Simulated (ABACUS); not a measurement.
# SnTe (Fm-3m) in ABACUS: further runs

One crystal, SnTe, is run at these levels: LDA, PBE; tasks: single point, relaxation of cell and atoms.

All numbers are computed with ABACUS 3.10.1; they aren't measurements. Logs are shortened: lines on timing, memory, paths and dates and some standing lists are left out, and cuts for length are marked.

**Measured values to compare with.**

A printed reference work, textbook reports, for a bulk crystal of SnTe at 300 K: band gap 0.18 eV (direct).

The runs below are set against these values where they give the same quantity.

### Step 1. The structure

Symmetry: Fm-3m, No. 225, cubic system. The conventional cell has a = 6.302 Å, b = 6.302 Å, c = 6.302 Å, α = 90.00°, β = 90.00°, γ = 90.00°. Te (site symmetry m-3m) is surrounded by 6 Sn at 3.15 Å. Around Sn (site symmetry m-3m) lie 6 Te at 3.15 Å.

### Step 2. Single point, LDA

Contents of INPUT:

```
INPUT_PARAMETERS
suffix              SnTe
calculation         scf
basis_type          pw
pseudo_dir          ./
symmetry            1
dft_functional      pz
ecutwfc             83
pseudo_rcut         10
nspin               1
nbands              25
ks_solver           dav
smearing_method     fd
smearing_sigma      0.00367493
scf_thr             1e-08
scf_nmax            100
mixing_type         broyden
mixing_beta         0.7
cal_force           1
cal_stress          1
out_chg             1
kpar                4
```

Contents of STRU:

```
ATOMIC_SPECIES
Te 127.6000 Te.upf
Sn 118.7100 Sn.upf

LATTICE_CONSTANT
8.4205719959

LATTICE_VECTORS
0.0000000000 0.7071067812 0.7071067812
0.7071067812 0.0000000000 0.7071067812
0.7071067812 0.7071067812 0.0000000000

ATOMIC_POSITIONS
Cartesian

Te
0.0
1
0.7071067812 0.7071067812 0.7071067812 1 1 1

Sn
0.0
1
0.0000000000 0.0000000000 0.0000000000 1 1 1
```

Contents of KPT:

```
K_POINTS
0
Gamma
6 6 6 0 0 0
```

Potentials or basis: PseudoDojo NC SR 0.4.1 LDA standard, plane waves.

Launch:

```bash
$ OMP_NUM_THREADS=1 mpirun -np 4 abacus > log
```

running log:

```text
ABACUS v3.10.1

               Atomic-orbital Based Ab-initio Computation at UStc

 ------------------------------------------------------------------------------------

 READING GENERAL INFORMATION
                           global_out_dir = OUT.SnTe/
                           global_in_card = INPUT
                               pseudo_dir = ./
                              orbital_dir =
                                    DSIZE = 4
                                    GSIZE = 1

 READING UNITCELL INFORMATION
                                    ntype = 2
                  lattice constant (Bohr) = 8.42057
              lattice constant (Angstrom) = 4.45597

 READING ATOM TYPE 1
                               atom label = Te
                      L=0, number of zeta = 1
                      L=1, number of zeta = 1
                      L=2, number of zeta = 1
             number of atom for this type = 1

 READING ATOM TYPE 2
                               atom label = Sn
                      L=0, number of zeta = 1
                      L=1, number of zeta = 1
                      L=2, number of zeta = 1
             number of atom for this type = 1

                        TOTAL ATOM NUMBER = 2
CARTESIAN COORDINATES ( UNIT =       8.420571995900 Bohr ).
    atom                   x                   y                   z     mag                  vx                  vy                  vz
tauc_Te1            0.7071067812        0.7071067812        0.7071067812  0.0000        0.0000000000        0.0000000000        0.0000000000
tauc_Sn1            0.0000000000        0.0000000000        0.0000000000  0.0000        0.0000000000        0.0000000000        0.0000000000

                          Volume (Bohr^3) = 422.192
                             Volume (A^3) = 62.5623

 Lattice vectors: (Cartesian coordinate: in unit of a_0)
                   +0           +0.707107           +0.707107
            +0.707107                  +0           +0.707107
            +0.707107           +0.707107                  +0
 Reciprocal vectors: (Cartesian coordinate: in unit of 2 pi/a_0)
            -0.707107           +0.707107           +0.707107
            +0.707107           -0.707107           +0.707107
            +0.707107           +0.707107           -0.707107
 The esolver type has been set to : ksdft_pw

                PAO radial cut off (Bohr) = 10

 Read in pseudopotential file is Te.upf
                     pseudopotential type = NC
          exchange-correlation functional = SLAPWNOGXNOGC
                 nonlocal core correction = 1
                        valence electrons = 16
                                     lmax = 2
                           number of zeta = 3
                     number of projectors = 6
                           L of projector = 0
                           L of projector = 0
                           L of projector = 1
                           L of projector = 1
                           L of projector = 2
                           L of projector = 2
 XC functional updated to : pz
          exchange-correlation functional = PZ
                PAO radial cut off (Bohr) = 10

 Read in pseudopotential file is Sn.upf
                     pseudopotential type = NC
          exchange-correlation functional = SLAPWNOGXNOGC
                 nonlocal core correction = 1
                        valence electrons = 14
                                     lmax = 2
                           number of zeta = 3
                     number of projectors = 6
                           L of projector = 0
                           L of projector = 0
                           L of projector = 1
                           L of projector = 1
                           L of projector = 2
                           L of projector = 2
 XC functional updated to : pz
          exchange-correlation functional = PZ
     initial pseudo atomic orbital number = 18

 SETUP THE ELECTRONS NUMBER
            electron number of element Te = 16
      total electron number of element Te = 16
            electron number of element Sn = 14
      total electron number of element Sn = 14
            AUTOSET number of electrons:  = 30
                           occupied bands = 15
                                   NBANDS = 25
                                   NLOCAL = 18

%%%%%%%%%%%%%%%%%%%%%%%%%%%%%%%%%%%%%%%%%%%%%%%%%%%%%%%%%%%%%%%%%%%%%%%%%%%%%%%%%%%%%%%%%%%%%%%%%%%%%%%%%%
 Warning: the number of valence electrons in pseudopotential > 6 for Te: [Kr] 4d10 5s2 5p4
 Warning: the number of valence electrons in pseudopotential > 4 for Sn: [Kr] 4d10 5s2 5p2
 Pseudopotentials with additional electrons can yield (more) accurate outcomes, but may be less efficient.
 If you're confident that your chosen pseudopotential is appropriate, you can safely ignore this warning.
%%%%%%%%%%%%%%%%%%%%%%%%%%%%%%%%%%%%%%%%%%%%%%%%%%%%%%%%%%%%%%%%%%%%%%%%%%%%%%%%%%%%%%%%%%%%%%%%%%%%%%%%%%

 SETUP THE PLANE WAVE BASIS
 energy cutoff for charge/potential (unit:Ry) = 332
            fft grid for charge/potential = [ 50, 50, 50 ]
                        fft grid division = [ 1, 1, 1 ]
        big fft grid for charge/potential = [ 50, 50, 50 ]
                                     nbxx = 125000
                                     nrxx = 125000

 SETUP PLANE WAVES FOR CHARGE/POTENTIAL
                    number of plane waves = 43215
                         number of sticks = 1627

 PARALLEL PW FOR CHARGE/POTENTIAL
     PROC   COLUMNS(POT)             PW
        1           1627          43215
 --------------- sum -------------------
        1           1627          43215
                            number of |g| = 400
                                  max |g| = 596
                                  min |g| = 0

----------- Double Check Mixing Parameters Begin ------------
mixing_type: broyden
mixing_beta: 0.7
mixing_gg0: 1
mixing_gg0_min: 0.1
mixing_ndim: 8
----------- Double Check Mixing Parameters End ------------

 LATTICE VECTORS: (CARTESIAN COORDINATE: IN UNIT OF A0)
                   +0           +0.707107           +0.707107
            +0.707107                  +0           +0.707107
            +0.707107           +0.707107                  +0
                       right hand lattice = 1
                                   NORM_A = 1
                                   NORM_B = 1
                                   NORM_C = 1
                           ALPHA (DEGREE) = 60
                           BETA  (DEGREE) = 60
                           GAMMA (DEGREE) = 60

 The lattice vectors have been changed (STRU_SIMPLE.cif)

(for optimal symmetric configuration:)
                             BRAVAIS TYPE = 3
                     BRAVAIS LATTICE NAME = 03. Cubic F (face-centered)
                                    ibrav = 3
                                    IBRAV = 3
                                  BRAVAIS = FACE CENTERED CUBIC
                       LATTICE CONSTANT A = 1.41421
Original cell was already a primitive cell.
                        ROTATION MATRICES = 48
              PURE POINT GROUP OPERATIONS = 48
                   SPACE GROUP OPERATIONS = 48
                              POINT GROUP = O_h
               POINT GROUP IN SPACE GROUP = O_h

 SETUP K-POINTS
                                    nspin = 1
                   Input type of k points = Monkhorst-Pack(Gamma)
                                   nkstot = 216
                       right hand lattice = 1
(for reciprocal lattice: )
                             BRAVAIS TYPE = 2
                     BRAVAIS LATTICE NAME = 02. Cubic I (body-centered)
                                    ibrav = 2
                       right hand lattice = 1
(for k-lattice: )
                             BRAVAIS TYPE = 2
                     BRAVAIS LATTICE NAME = 02. Cubic I (body-centered)
                                    ibrav = 2
                       right hand lattice = 1
                        ROTATION MATRICES = 48
                               nkstot_ibz = 16
K-POINTS REDUCTION ACCORDING TO SYMMETRY
     IBZ    DIRECT_X    DIRECT_Y    DIRECT_Z  WEIGHT  ibz2bz
       1  0.00000000  0.00000000  0.00000000  0.0046       0
       2  0.16666667  0.16666667  0.16666667  0.0370       1
       3  0.33333333  0.33333333  0.33333333  0.0370       2
       4  0.50000000  0.50000000  0.50000000  0.0185       3
       5  0.16666667  0.16666667  0.00000000  0.0278       7
       6  0.33333333  0.33333333  0.16666667  0.1111       8
[... 8 lines left out ...]
      15  0.50000000  0.33333333 -0.33333333  0.1111      52
      16  0.50000000  0.33333333 -0.16666667  0.0556      58

                               nkstot now = 16
[... K-POINTS DIRECT COORDINATES: 16 rows ...]

           k-point number in this process = 4
       minimum distributed K point number = 4
[... stars of the k points ...]

[... K-POINTS CARTESIAN COORDINATES: 4 rows ...]

[... K-POINTS DIRECT COORDINATES: 4 rows ...]

 SETUP PLANE WAVES FOR WAVE FUNCTIONS
     energy cutoff for wavefunc (unit:Ry) = 83
              fft grid for wave functions = [ 50, 50, 50 ]
                    number of plane waves = 6231
                         number of sticks = 439

 PARALLEL PW FOR WAVE FUNCTIONS
     PROC   COLUMNS(POT)             PW
        1            439           6231
 --------------- sum -------------------
        1            439           6231

 SETUP NONLOCAL PSEUDOPOTENTIALS IN PLANE WAVE BASIS
 Te non-local projectors:
 projector 1 L=0
 projector 2 L=0
 projector 3 L=1
 projector 4 L=1
 projector 5 L=2
 projector 6 L=2
 Sn non-local projectors:
 projector 1 L=0
 projector 2 L=0
 projector 3 L=1
 projector 4 L=1
 projector 5 L=2
 projector 6 L=2
      TOTAL NUMBER OF NONLOCAL PROJECTORS = 36

 Init Non-Local PseudoPotential table :
 Init Non-Local-Pseudopotential done.

                                     npwx = 5396

 Make real space PAO into reciprocal space.
       max mesh points in Pseudopotential = 1001
     dq(describe PAO in reciprocal space) = 0.01
                                    max q = 1098

 number of pseudo atomic orbitals for Te is 3
WARNING: norm of atomic wavefunction # 3 of atomic type Te is 0.999978, renormalized

 number of pseudo atomic orbitals for Sn is 3
WARNING: norm of atomic wavefunction # 2 of atomic type Sn is 0.999999, renormalized
WARNING: norm of atomic wavefunction # 3 of atomic type Sn is 0.999694, renormalized

 -------------------------------------------
 SELF-CONSISTENT
 -------------------------------------------
                                 init_chg = atomic

 PW ALGORITHM --------------- ION=   1  ELEC=   1--------------------------------

 Notice: Threshold on eigenvalues was too large.
 hsover_error=0.3 > DRHO=0.0163554
 Origin diag ethr = 0.01
 New diag ethr = 5.45181e-05

 Density error is 0.0161219138008
                          Error Threshold = 5.45180931328e-05
----------------------------------------------------------
     Energy           Rydberg                 eV
----------------------------------------------------------
 E_KohnSham     -366.4258032482      -4985.4788184025
 E_Harris       -366.4156357480      -4985.3404824646
 E_Fermi        0.7063524213         9.6104177256
----------------------------------------------------------
[... 51 lines left out ...]
 Density error is 3.32389062822e-09
                          Error Threshold = 2.12570180197e-10
----------------------------------------------------------
     Energy           Rydberg                 eV
----------------------------------------------------------
 E_KohnSham     -366.4294802191      -4985.5288461579
 E_KS(sigma->0) -366.4294021023      -4985.5277833250
 E_Harris       -366.4292729970      -4985.5260267569
 E_band         -25.9491889295       -353.0568279201
 E_one_elec     -148.2452274427      -2016.9797945267
 E_Hartree      88.7050739843        1206.8944476978
 E_xc           -91.8695828870       -1249.9498001459
 E_Ewald        -215.0195876402      -2925.4915735173
 E_entropy(-TS) -0.0001562335        -0.0021256658
 E_descf        0.0000000000         0.0000000000
 E_exx          0.0000000000         0.0000000000
 E_Fermi        0.7068024893         9.6165412146
----------------------------------------------------------

 charge density convergence is achieved
 final etot is -4985.5288462 eV
 EFERMI = 9.6165412146 eV

 STATE ENERGY(eV) AND OCCUPATIONS    NSPIN == 1
 1/4 kpoint (Cartesian) = 0.0000 0.0000 0.0000 (5329 pws)
       1       -27.3271     0.00925926
       2       -27.3271     0.00925926
       3       -27.3223     0.00925926
       4       -27.3223     0.00925926
       5       -27.3223     0.00925926
       6       -12.1491     0.00925926
[... 98 lines left out ...]
      24        19.2706    5.18226e-86
      25        24.7759        0.00000

------------------------------------------------------------------------------------------
 TOTAL-FORCE (eV/Angstrom)
------------------------------------------------------------------------------------------
                       Te1         0.0000000000         0.0000000000         0.0000000000
                       Sn1         0.0000000000         0.0000000000         0.0000000000
------------------------------------------------------------------------------------------

----------------------------------------------------------------
 TOTAL-STRESS (KBAR)
----------------------------------------------------------------
       -15.0637142662        -0.0000000000         0.0000000000
        -0.0000000000       -15.0637142662         0.0000000000
        -0.0000000000         0.0000000000       -15.0637142662
----------------------------------------------------------------
 TOTAL-PRESSURE: -15.063714 KBAR

 --------------------------------------------
 !FINAL_ETOT_IS -4985.5288461578702481 eV
 --------------------------------------------
```

Wall time 6.9 s (4 MPI ranks of Intel Xeon Platinum 8559C (Emerald Rapids), shared host); peak memory 0.48 GiB.

Results:

* Free energy: -4985.5288 eV
* Pressure: -1.5 GPa
* Band gap on the k mesh: 0.11 eV, direct

Caveat: spin-orbit coupling is left out, which moves the levels of the heavy elements.

[end of part 1 of 2]
